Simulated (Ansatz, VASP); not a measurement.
**Two plane-wave programs on CoO**

The input INCAR:

```
ALGO = Normal ; EDIFF = 1E-7
ENCUT = 520 ; GGA = PE
ISIF = 2 ; ISMEAR = -1
ISPIN = 2 ; LASPH = T
LCHARG = F ; LMAXMIX = 4
LORBIT = 11 ; LREAL = F
LWAVE = F ; MAGMOM = 2 0
NBANDS = 18 ; NELM = 100
PREC = Accurate ; SIGMA = 0.05
```

File KPOINTS:

```
k-points
0
Gamma
  10 10 10
```

The input POSCAR:

```
CoO
1.0
    1.6336438949      0.9431847425      2.6168066281
   -1.6336438949      0.9431847425      2.6168066281
    0.0000000000     -1.8863694850      2.6168066281
Co O
1 1
Direct
    0.9989783200      0.9989783200      0.9989783200
    0.7510210300      0.7510210300      0.7510210300
```

input.yaml

```yaml
crystal:
  lattice:
    - [1.6336438949, 0.9431847425, 2.6168066281]
    - [-1.6336438949, 0.9431847425, 2.6168066281]
    - [0.0, -1.886369485, 2.6168066281]
  atoms:
    - { symbol: Co, position: [0.99897832, 0.99897832, 0.99897832], spin: 2.0 }
    - { symbol: O, position: [0.75102103, 0.75102103, 0.75102103] }
hamiltonian:
  xc: pbe
  pseudopotentials: { kind: paw }
magnetization:
  spin_polarized: true
kpoints:
  mp_grid: { grid: [10, 10, 10] }
scf:
  occupations: { method: fermi_dirac, width: 0.05 }
output:
  forces: true
  stress: true
  eigenvalues: true
  write_density: true
  write_potential: true
  elf: true
  volumetric_format: npy
```

Change from the starting cell: volume scaled by 1.06.

Alike in both runs: task single point; functional PBE; k mesh 10 × 10 × 10; occupations fermi-dirac, width 0.05 eV; collinear spin, ferromagnetic start.

|  | VASP | Ansatz |
| --- | --- | --- |
| version | VASP 6.6.1 | Ansatz 0.2.0 |
| potentials or method | VASP PAW PBE potentials, release 64 (Co, O) | Ansatz PAW |
| plane-wave cutoff (eV) | 520 | 420 |
| valence electrons in the cell | 15 | 23 |

|  | VASP | Ansatz | Ansatz less VASP |
| --- | --- | --- | --- |
| gap on the k mesh at the Fermi level (eV) | none | none | - |
| pressure (GPa) | -6.6 | -6.5 | +0.10 |
| largest component of the traceless stress (GPa) | 2.89 | 2.88 | -0.013 |
| rms of the force components (eV/Å) | 0.117 | 0.115 | -0.0016 |
| net moment per atom (μB) | 1.45 | 1.45 | +0.007 |
| size of the moment on the site where the two differ most (μB) | 2.48 | 2.33 | -0.156 |

Site moments also hang on the region over which each program counts them. Atom by atom the forces differ by 0.002 eV/Å (rms over components). A gap of «none» marks a metal or a gap that the smearing closes. The two sets of potentials don't hold the same shells in valence.

Caveats: a cell with one magnetic atom can't hold antiferromagnetic order, which such compounds often take; semilocal functionals often make such compounds metallic where correlation or magnetic order opens a gap, which also shifts bond lengths; the pressure holds a Pulay correction of +0.6 GPa for the finite cutoff (Ansatz).
